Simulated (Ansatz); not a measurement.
Sb:

```
CELL_PARAMETERS angstrom
-1.57654 1.57654 2.71194
1.57654 -1.57654 2.71194
1.57654 1.57654 -2.71194
ATOMIC_POSITIONS crystal
Sb 0.00000 0.00000 0.00000
```

This isn't the form of Sb at room conditions, which is rhombohedral.

| Property | Result |
| --- | --- |
| Program | Ansatz 0.2.0 |
| Task | relaxation of cell and atoms |
| Functional | revPBE |
| Potentials or basis | Ansatz PAW |
| Cutoff | 420 eV (not typed: the program's choice for these potentials) |
| k mesh | 12 × 12 × 12 |
| Occupations | fermi-dirac, width 0.05 eV |
| Spin | no spin polarisation |

At the start: volume 26.96 Å³/atom.

**Question.** How do energy, volume and symmetry change on relaxing?

**Answer.** It ends after 8 steps and the volume is 28.05 Å³/atom (+4.0 %); space group I4/mmm (No. 139, to 0.05 Å).

The path:
| step | energy change (eV) | largest force (eV/Å) | volume (Å³) |
| --- | --- | --- | --- |
| 1 | 0.0000 | 0.0000 | 26.96 |
| 2 | -0.0087 | 0.0000 | 28.63 |
| 3 | -0.0102 | 0.0000 | 28.20 |
| 4 | -0.0106 | 0.0000 | 28.10 |
| 5 | -0.0111 | 0.0000 | 28.03 |
| 6 | -0.0116 | 0.0000 | 28.07 |
| 7 | -0.0116 | 0.0000 | 28.05 |
| 8 | -0.0119 | 0.0000 | 28.05 |

Final structure:
```
Sb
1.0
    -1.62039    1.62039    2.67090
     1.62039   -1.62039    2.67090
     1.62039    1.62039   -2.67090
Sb
1
Direct
  0.00000 0.00000 0.00000
```

Caveat: the plane-wave basis is chosen anew once the cell has moved, so the energies of steps on either side of that aren't comparable; the PAW data sets come from PBE, with cores solved anew for the run's functional, which leaves a small shift of forces and pressure.
